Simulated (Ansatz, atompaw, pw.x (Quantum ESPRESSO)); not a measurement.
## molybdenum (Mo) (fcc): variants of one PAW (atompaw) potential in the solid

| Item | Value |
| --- | --- |
| Element | Mo (Z = 42) |
| Generator | atompaw 4.2.0.5 |
| Type | PAW |
| Functional | PBEsol |
| Relativity | scalar-relativistic |
| Frozen core | [Ar] 3d10 |
| Valence charge | 14 |
| Reference configuration | 4s2 4p6 4d5 5s1 5p0 |
| Partial waves | 4s (bound): rc 1.55 bohr; 5s (bound): rc 2.40 bohr; 4p (bound): rc 1.65 bohr; 5p (bound, empty): rc 2.40 bohr; 4d (bound): rc 2.40 bohr; 4d channel at 3.1 Ry: rc 2.40 bohr |
| Local potential | troulliermartins scheme with l = 3 at 0 Ry, radius 2.30 bohr |
| Core correction | smooth core density matched at 1.50 bohr |
| Augmentation charge | sinc compensation charge, radius 2.20 bohr; PAW radius 2.40 bohr; waves and projectors: custom rrkj gramschmidtortho |

Crystal test: fcc Mo in pw.x 7.5, no spin, 14³ k-points, Fermi–Dirac smearing 0.01 Ry, cutoffs set for each file from its atomic test. The reference is all-electron LAPW (Ansatz 0.2.0) with the same functional, mesh and smearing; V0 and B0 come from Birch–Murnaghan fits to the pressures at five volumes. Errors are pseudo minus all-electron; Δ is the rms difference of the E(V) curves that follow from these fits, minima aligned, over ±6 % about the mean V0. Mesh and smearing are coarse, so the numbers serve the comparison and aren't converged zero-temperature values; the lattice is a test structure that the element need not adopt.

All-electron: a0 = 3.963 Å (V0 = 15.56 Å³/atom), B0 = 253.7 GPa.

1 further variants are left out: they gave no file fit for a test, a broken result, the same result as the base, or pressures whose basis-set error rivals the error shown.

| change | cutoffs (Ry) | pw.x | a0 (Å) | a0 error (%) | B0 error (%) | Δ (meV/atom) | mean pressure error (GPa) |
| --- | --- | --- | --- | --- | --- | --- | --- |
| base | 60/600 | converged | 3.962 | -0.03 | +0.9 | 0.8 | -0.23 |
| wave 4d channel at 3.1 Ry: rc 2.40 bohr becomes 4d channel at -0.14 Ry: rc 2.40 bohr | 60/600 | converged | 3.965 | +0.06 | +0.4 | 1.6 | +0.46 |
| wave 4d channel at 3.1 Ry: rc 2.40 bohr becomes 4d channel at 0.04 Ry: rc 2.40 bohr | 60/600 | converged | 3.965 | +0.05 | +0.4 | 1.4 | +0.41 |
| wave 4d channel at 3.1 Ry: rc 2.40 bohr becomes 4d channel at 2.95 Ry: rc 2.40 bohr | 60/600 | converged | 3.962 | -0.03 | +0.9 | 0.8 | -0.23 |
| wave 4d channel at 3.1 Ry: rc 2.40 bohr becomes 4d channel at 6.61 Ry: rc 2.40 bohr | 60/600 | converged | 3.969 | +0.16 | +0.7 | 4.3 | +1.28 |
